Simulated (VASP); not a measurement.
# Sb (P2_1/m) in VASP: settings compared, part 2 of 2

VASP 6.6.1. Earlier steps stand in the parts before.

## Step 3: Equation of state, PBEsol, 28.71 Å³/atom (volume scaled by 0.96)

INCAR reads:

```
SYSTEM = Sb
ALGO     = Normal         ! electronic algorithm
EDIFF    = 1E-7           ! SCF threshold, eV
ENCUT    = 520            ! plane-wave cutoff, eV
GGA      = PS             ! functional
ISIF     = 2              ! what is computed and relaxed
ISMEAR   = -1             ! smearing method
LASPH    = .True.         ! aspherical terms in the spheres
LCHARG   = .False.        ! write CHGCAR
LREAL    = .False.        ! projectors in reciprocal space
LWAVE    = .False.        ! write WAVECAR
NBANDS   = 12             ! bands
NELM     = 60             ! most SCF steps
PREC     = Accurate       ! precision mode
SIGMA    = 0.05           ! smearing width, eV
```

KPOINTS reads:

```
k-points
0
Gamma
  9 6 6
  0 0 0
```

POSCAR reads:

```
Sb
1.0
    3.0802022053      0.0000000000      0.0000000000
    0.0000000000      4.2887605540      0.0000000000
   -0.0383890571      0.0000000000      4.3463061600
Sb
2
Direct
    0.0113890000      0.2500000000      0.2411660000
    0.9886110000      0.7500000000      0.7588340000
```

Potentials or basis: VASP PAW PBE potentials, release 64 (Sb).

Launch:

```bash
$ cat potpaw_PBE.64/Sb/POTCAR > POTCAR
$ mpirun -np 1 vasp_std > vasp.out
```

Run time: 18 s. Hardware: 1 thread of Intel Xeon 6975P-C (Granite Rapids), shared host; peak memory 0.2 GiB.

The run converged. Its results:

```yaml
Free_energy: -9.0526 eV
Pressure: 0.2 GPa
Largest_force: 0.115 eV/Å
Band_gap_on_the_k_mesh: none (metal or under the smearing width)
```

Caveat: the PAW data sets were made with another functional, which shifts forces and pressure a little.

## Step 4: Equation of state, PBEsol, 29.31 Å³/atom (volume scaled by 0.98)

INCAR is that of step 3.

KPOINTS is that of step 3.

POSCAR reads:

```
Sb
1.0
    3.1014456505      0.0000000000      0.0000000000
    0.0000000000      4.3183391477      0.0000000000
   -0.0386538176      0.0000000000      4.3762816325
Sb
2
Direct
    0.0113890000      0.2500000000      0.2411660000
    0.9886110000      0.7500000000      0.7588340000
```

Launch:

```bash
$ cat potpaw_PBE.64/Sb/POTCAR > POTCAR
$ mpirun -np 1 vasp_std > vasp.out
```

It took 20 s on 1 thread of Intel Xeon 6975P-C (Granite Rapids), shared host; peak memory 0.21 GiB.

Results (log left out):

| Quantity | Value |
| --- | --- |
| Free energy | -9.0493 eV |
| Pressure | -1.1 GPa |
| Largest force | 0.081 eV/Å |
| Band gap on the k mesh | none (metal or under the smearing width) |

Caveat: the PAW data sets were made with another functional, which shifts forces and pressure a little.

## Step 5: Equation of state, PBEsol, 30.50 Å³/atom (volume scaled by 1.02)

INCAR is that of step 4.

KPOINTS is that of step 4.

POSCAR reads:

```
Sb
1.0
    3.1430807616      0.0000000000      0.0000000000
    0.0000000000      4.3763103490      0.0000000000
   -0.0391727227      0.0000000000      4.4350306782
Sb
2
Direct
    0.0113890000      0.2500000000      0.2411660000
    0.9886110000      0.7500000000      0.7588340000
```

Launch:

```bash
$ cat potpaw_PBE.64/Sb/POTCAR > POTCAR
$ mpirun -np 1 vasp_std > vasp.out
```

Run time: 21 s. Hardware: 1 thread of Intel Xeon 6975P-C (Granite Rapids), shared host; peak memory 0.22 GiB.

It converged, with:

```yaml
Free_energy: -9.0177 eV
Pressure: -3.1 GPa
Largest_force: 0.035 eV/Å
Band_gap_on_the_k_mesh: none (metal or under the smearing width)
```

Caveat: the PAW data sets were made with another functional, which shifts forces and pressure a little.

## Step 6: Equation of state, PBEsol, 31.10 Å³/atom (volume scaled by 1.04)

INCAR is that of step 5.

KPOINTS is that of step 5.

POSCAR reads:

```
Sb
1.0
    3.1634909488      0.0000000000      0.0000000000
    0.0000000000      4.4047287450      0.0000000000
   -0.0394270982      0.0000000000      4.4638303856
Sb
2
Direct
    0.0113890000      0.2500000000      0.2411660000
    0.9886110000      0.7500000000      0.7588340000
```

Potentials or basis: VASP PAW PBE potentials, release 64 (Sb).

Launch:

```bash
$ cat potpaw_PBE.64/Sb/POTCAR > POTCAR
$ mpirun -np 1 vasp_std > vasp.out
```

Wall time 25 s (1 thread of Intel Xeon 6975P-C (Granite Rapids), shared host); peak memory 0.22 GiB.

The run converged. Its results:

- Free energy: -8.9913 eV
- Pressure: -4.0 GPa
- Largest force: 0.035 eV/Å
- Band gap on the k mesh: none (metal or under the smearing width)

Caveat: the PAW data sets were made with another functional, which shifts forces and pressure a little.

## Step 7: Equation of state, PBEsol, 31.70 Å³/atom (volume scaled by 1.06)

INCAR is that of step 6.

KPOINTS is that of step 6.

POSCAR reads:

```
Sb
1.0
    3.1836411160      0.0000000000      0.0000000000
    0.0000000000      4.4327850985      0.0000000000
   -0.0396782330      0.0000000000      4.4922631929
Sb
2
Direct
    0.0113890000      0.2500000000      0.2411660000
    0.9886110000      0.7500000000      0.7588340000
```

Launch:

```bash
$ cat potpaw_PBE.64/Sb/POTCAR > POTCAR
$ mpirun -np 1 vasp_std > vasp.out
```

Wall time 23 s (1 thread of Intel Xeon 6975P-C (Granite Rapids), shared host); peak memory 0.22 GiB.

The run converged. Its results:

* Free energy: -8.9588 eV
* Pressure: -4.7 GPa
* Largest force: 0.051 eV/Å
* Band gap on the k mesh: none (metal or under the smearing width)

Caveat: the PAW data sets were made with another functional, which shifts forces and pressure a little.

## Step 8: Equation of state, PBEsol

Potentials or basis: VASP PAW PBE potentials, release 64 (Sb).

No new run: the results of the series are fitted here.

Results:

```
Equilibrium volume                        : 28.79 Å³/atom
Bulk modulus at fixed shape and positions : 61 GPa
Pressure derivative of the bulk modulus   : 4.7
```

Energy against volume, from the lowest point:
| volume (Å³/atom) | energy (meV/atom) |
| --- | --- |
| 28.110 | 3.18 |
| 28.708 | 0.00 |
| 29.306 | 1.68 |
| 29.904 | 7.67 |
| 30.502 | 17.48 |
| 31.100 | 30.69 |
| 31.698 | 46.94 |

Caveat: the cell was scaled at fixed shape and fractional positions, which overstates the stiffness of a crystal with free parameters, most of all of layers and chains; the PAW data sets were made with another functional, which shifts forces and pressure a little. Spin-orbit coupling is left out, which matters for the levels of Sb.

## Step 9: Equation of state, PBE, 28.11 Å³/atom (volume scaled by 0.94)

INCAR reads:

```
SYSTEM = Sb
PREC = Accurate
ENCUT = 520
EDIFF = 1E-7
ISMEAR = -1
SIGMA = 0.05
LREAL = .False.
LASPH = .True.
NELM = 60
ALGO = Normal
ISIF = 2
LWAVE = .False.
LCHARG = .False.
GGA = PE
NBANDS = 12
```

KPOINTS reads:

```
regular mesh
0
Gamma
  9 6 6
  0 0 0
```

POSCAR reads:

```
Sb
1.0
    3.0586616250      0.0000000000      0.0000000000
    0.0000000000      4.2587682402      0.0000000000
   -0.0381205934      0.0000000000      4.3159114163
Sb
2
Direct
    0.0113890000      0.2500000000      0.2411660000
    0.9886110000      0.7500000000      0.7588340000
```

Potentials or basis: VASP PAW PBE potentials, release 64 (Sb).

Launch:

```bash
$ cat potpaw_PBE.64/Sb/POTCAR > POTCAR
$ mpirun -np 1 vasp_std > vasp.out
```

Wall time 21 s (1 thread of Intel Xeon Platinum 8559C (Emerald Rapids), shared host); peak memory 0.2 GiB.

Results (log left out):

| Property | Result |
| --- | --- |
| Free energy | -8.1191 eV |
| Pressure | 4.4 GPa |
| Largest force | 0.166 eV/Å |
| Band gap on the k mesh | none (metal or under the smearing width) |

## Step 10: Equation of state, PBE, 28.71 Å³/atom (volume scaled by 0.96)

INCAR is that of step 9.

KPOINTS is that of step 9.

POSCAR reads:

```
Sb
1.0
    3.0802022053      0.0000000000      0.0000000000
    0.0000000000      4.2887605540      0.0000000000
   -0.0383890571      0.0000000000      4.3463061600
Sb
2
Direct
    0.0113890000      0.2500000000      0.2411660000
    0.9886110000      0.7500000000      0.7588340000
```

Launch:

```bash
$ cat potpaw_PBE.64/Sb/POTCAR > POTCAR
$ mpirun -np 1 vasp_std > vasp.out
```

Run time: 19 s. Hardware: 1 thread of Intel Xeon Platinum 8559C (Emerald Rapids), shared host; peak memory 0.2 GiB.

The run converged. Its results:

```yaml
Free_energy: -8.1461 eV
Pressure: 2.9 GPa
Largest_force: 0.126 eV/Å
Band_gap_on_the_k_mesh: none (metal or under the smearing width)
```

## Step 11: Equation of state, PBE, 29.31 Å³/atom (volume scaled by 0.98)

INCAR reads:

```
ALGO = Normal
EDIFF = 1E-7
ENCUT = 520
GGA = PE
ISIF = 2
ISMEAR = -1
LASPH = T
LCHARG = F
LREAL = F
LWAVE = F
NBANDS = 12
NELM = 60
PREC = Accurate
SIGMA = 0.05
```

KPOINTS reads:

```
k-points
0
Gamma
  9 6 6
```

POSCAR reads:

```
Sb
1.0
    3.1014456505      0.0000000000      0.0000000000
    0.0000000000      4.3183391477      0.0000000000
   -0.0386538176      0.0000000000      4.3762816325
Sb
2
Direct
    0.0113890000      0.2500000000      0.2411660000
    0.9886110000      0.7500000000      0.7588340000
```

Launch:

```bash
$ cat potpaw_PBE.64/Sb/POTCAR > POTCAR
$ mpirun -np 1 vasp_std > vasp.out
```

It took 21 s on 1 thread of Intel Xeon Platinum 8559C (Emerald Rapids), shared host; peak memory 0.21 GiB.

The run converged. Its results:

| Property | Result |
| --- | --- |
| Free energy | -8.1628 eV |
| Pressure | 1.6 GPa |
| Largest force | 0.091 eV/Å |
| Band gap on the k mesh | none (metal or under the smearing width) |

## Step 12: Equation of state, PBE, 30.50 Å³/atom (volume scaled by 1.02)

INCAR is that of step 11.

KPOINTS is that of step 11.

POSCAR reads:

```
Sb
1.0
    3.1430807616      0.0000000000      0.0000000000
    0.0000000000      4.3763103490      0.0000000000
   -0.0391727227      0.0000000000      4.4350306782
Sb
2
Direct
    0.0113890000      0.2500000000      0.2411660000
    0.9886110000      0.7500000000      0.7588340000
```

Potentials or basis: VASP PAW PBE potentials, release 64 (Sb).

Launch:

```bash
$ cat potpaw_PBE.64/Sb/POTCAR > POTCAR
$ mpirun -np 1 vasp_std > vasp.out
```

Wall time 24 s (1 thread of Intel Xeon Platinum 8559C (Emerald Rapids), shared host); peak memory 0.21 GiB.

The run converged. Its results:

| Property | Result |
| --- | --- |
| Free energy | -8.1692 eV |
| Pressure | -0.6 GPa |
| Largest force | 0.038 eV/Å |
| Band gap on the k mesh | none (metal or under the smearing width) |

## Step 13: Equation of state, PBE, 31.10 Å³/atom (volume scaled by 1.04)

Edit INCAR of step 12 so:

```diff
@@ -11,3 +11,3 @@
 NBANDS = 12
-NELM = 60
+NELM = 80
 PREC = Accurate
```

KPOINTS is that of step 12.

POSCAR reads:

```
Sb
1.0
    3.1634909488      0.0000000000      0.0000000000
    0.0000000000      4.4047287450      0.0000000000
   -0.0394270982      0.0000000000      4.4638303856
Sb
2
Direct
    0.0113890000      0.2500000000      0.2411660000
    0.9886110000      0.7500000000      0.7588340000
```

Launch:

```bash
$ cat potpaw_PBE.64/Sb/POTCAR > POTCAR
$ mpirun -np 1 vasp_std > vasp.out
```

Wall time 22 s (1 thread of Intel Xeon Platinum 8559C (Emerald Rapids), shared host); peak memory 0.22 GiB.

The run converged. Its results:

* Free energy: -8.1609 eV
* Pressure: -1.6 GPa
* Largest force: 0.031 eV/Å
* Band gap on the k mesh: none (metal or under the smearing width)

## Step 14: Equation of state, PBE, 31.70 Å³/atom (volume scaled by 1.06)

INCAR reads:

```
PREC = Accurate
ENCUT = 520
EDIFF = 1E-7
ISMEAR = -1
SIGMA = 0.05
LREAL = False
LASPH = True
NELM = 100
ALGO = Normal
ISIF = 2
LWAVE = False
LCHARG = False
GGA = PE
NBANDS = 12
```

KPOINTS reads:

```
Automatic mesh
0
Gamma
  9 6 6
```

POSCAR reads:

```
Sb
1.0
    3.1836411160      0.0000000000      0.0000000000
    0.0000000000      4.4327850985      0.0000000000
   -0.0396782330      0.0000000000      4.4922631929
Sb
2
Direct
    0.0113890000      0.2500000000      0.2411660000
    0.9886110000      0.7500000000      0.7588340000
```

Launch:

```bash
$ cat potpaw_PBE.64/Sb/POTCAR > POTCAR
$ mpirun -np 1 vasp_std > vasp.out
```

Run time: 23 s. Hardware: 1 thread of Intel Xeon Platinum 8559C (Emerald Rapids), shared host; peak memory 0.21 GiB.

Results (log left out):

```
Free energy            : -8.1460 eV
Pressure               : -2.4 GPa
Largest force          : 0.043 eV/Å
Band gap on the k mesh : none (metal or under the smearing width)
```

## Step 15: Equation of state, PBE

Potentials or basis: VASP PAW PBE potentials, release 64 (Sb).

This step only gathers the single runs of the series.

What came out:

- Equilibrium volume: 30.13 Å³/atom
- Bulk modulus at fixed shape and positions: 53 GPa
- Pressure derivative of the bulk modulus: 4.7

Energy against volume, from the lowest point:
```tsv
volume (Å³/atom)	energy (meV/atom)
28.110	25.51
28.708	11.99
29.306	3.68
29.904	0.00
30.502	0.45
31.100	4.60
31.698	12.06
```

Caveat: the cell was scaled at fixed shape and fractional positions, which overstates the stiffness of a crystal with free parameters, most of all of layers and chains.
